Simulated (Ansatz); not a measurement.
Take a crystal in which C has been replaced by Pb on all its sites, with the cell rescaled by a rough guess (in some cases also distorted within its space group) and nothing relaxed:

```
Pb
1.0
     3.58983    0.00000    0.00000
    -1.79491    3.10888    0.00000
     0.00000    0.00000   10.81721
Pb
4
Direct
  0.00000 0.00000 0.02209
  0.00000 0.00000 0.52209
  0.33333 0.66667 0.98291
  0.66667 0.33333 0.48291
```

Computed with DFT PBE, scalar-relativistic, plane waves, PAW (Ansatz 0.2.0).

Cutoff 420 eV; k points 15×15×4 on the computed 4-atom cell (Γ-centred); Gaussian smearing, width 0.10 eV; no spin polarisation.

(1) What pressure does the cell carry?

(2) Is it a metal on this mesh?

Spin-orbit coupling is left out, which matters for the bands of heavy elements.

Answers

(1) The pressure is 132.2 GPa (positive in compression), so the cell would expand.

(2) Yes, a band crosses the Fermi level.

This form isn't the element's structure at ambient conditions.